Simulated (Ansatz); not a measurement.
## Li₂S: the change of pressure with volume scale

All results are calculated (Ansatz 0.2.0). Periodic Kohn-Sham DFT of a crystal at fixed atoms, scaled to volume_scale times the given cell; pressure positive in compression, energy less spherical unpolarised free atoms, largest_vzz the field gradient of largest size among the nuclei.

The cell before it is scaled or strained (space group Fm-3m, No. 225):
```
cell vectors (Å)
   0.0000     2.8540     2.8540
   2.8540     0.0000     2.8540
   2.8540     2.8540     0.0000
atoms (fractions of the cell vectors)
Li  0.25000  0.25000  0.25000
Li  0.75000  0.75000  0.75000
S   0.00000  0.00000  0.00000
```

Settings of every row: method frozen-core PAW; functional LDA; relativity scalar; k mesh 7x7x7; filling fermi-dirac; smearing width 0.02 eV; wave cutoff 420 eV; paw set soft_2.

Atom start moment: 0 on all atoms.

Limits: PAW files made with PBE.

| row | volume scale | V (Å³/atom) | pressure (GPa) |
| --- | --- | --- | --- |
| 1 | 0.94 | 14.568 | -0.591 |
| 2 | 0.98 | 15.188 | -2.271 |
| 3 | 1 | 15.498 | ? |
| 4 | 1.01 | 15.653 | -3.319 |
| 5 | 1.04 | 16.118 | -4.215 |

Question: what pressure should row 3 give?

Worked fit of pressure. Take u = (V_r/V)^(2/3) − 1 with V_r = 15.421 Å³ an atom, which is twice the finite (Eulerian) strain; such expansions in the strain, on which the Birch-Murnaghan equation of state is built, carry the rest volume and the bulk modulus. The shown rows have u = 0.03866, 0.0102, -0.00991, -0.02904. Least squares give pressure = −2.8168 + 52.18 × u + 139.33 × u² GPa; a straight line predicts inner rows, each left out in turn, worse (root mean square 0.1 against 0.0024 GPa). The rows lie off it by 0.000, -0.001, 0.001, 0.000. The withheld row has u = -0.00332, so the fit gives −2.8168 + 52.18 × (-0.00332) + 139.33 × (-0.00332)² = -2.989 GPa.

The calculation gave -2.988 GPa. The fit lies 0.001 GPa (0.028 % of the column's range) below it, one unit of the last digit.
